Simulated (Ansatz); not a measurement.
Write the native input for Ansatz 0.2.0 that does the following.

| Item | Value |
| --- | --- |
| Task | band structure |
| Functional | LDA |
| Potentials or basis | all-electron LAPW, scalar-relativistic |
| Cutoff | 303 eV (chosen from the basis error) |
| Basis error allowed | 0.001 eV/atom |
| k mesh | 10 × 10 × 10 |
| Occupations | fermi-dirac, width 0.05 eV |
| Spin | no spin polarisation |

Crystal: HfC.

```xyz
2
Lattice="0.0000 2.3250 2.3250 2.3250 0.0000 2.3250 2.3250 2.3250 0.0000" Properties=species:S:1:pos:R:3 pbc="T T T"
Hf    2.3250    2.3250    2.3250
C     0.0000    0.0000    0.0000
```

The input as run:

input.yaml

```yaml
crystal:
  lattice:
    - [0.0, 2.325, 2.325]
    - [2.325, 0.0, 2.325]
    - [2.325, 2.325, 0.0]
  atoms:
    - { symbol: Hf, position: [0.5, 0.5, 0.5] }
    - { symbol: C, position: [0.0, 0.0, 0.0] }
kpoints:
  mp_grid: { grid: [10, 10, 10] }
  band_path:
    path:
      - [0.0, 0.0, 0.0]
      - [0.5, 0.0, 0.5]
      - [0.5, 0.25, 0.75]
      - [0.375, 0.375, 0.75]
      - [0.0, 0.0, 0.0]
      - [0.5, 0.5, 0.5]
      - [0.625, 0.25, 0.625]
      - [0.5, 0.25, 0.75]
    npoints: 8
scf:
  occupations: { method: fermi_dirac, width: 0.05 }
hamiltonian:
  xc: lda
  pseudopotentials: { kind: all_electron, lapw: { basis_error: 0.001 } }
output:
  forces: true
  stress: true
  eigenvalues: true
```

Potentials or basis: all-electron LAPW, scalar-relativistic.

Command:

```bash
$ ansatz run input.yaml --threads 1 --pin off --max-ram 3072MiB --backend cpu --events-out ev --progress --plain --runs-dir out
```

It gave:

The pressure is -11.8 GPa. The band gap along the path is none (metal or under the smearing width).

Caveat: spin-orbit coupling is left out, which moves the levels of the heavy elements.

Run time: 15 s on 1 thread of AMD EPYC 7R43 64-Core Processor (Zen 3) (shared host), peak memory 0.34 GiB.
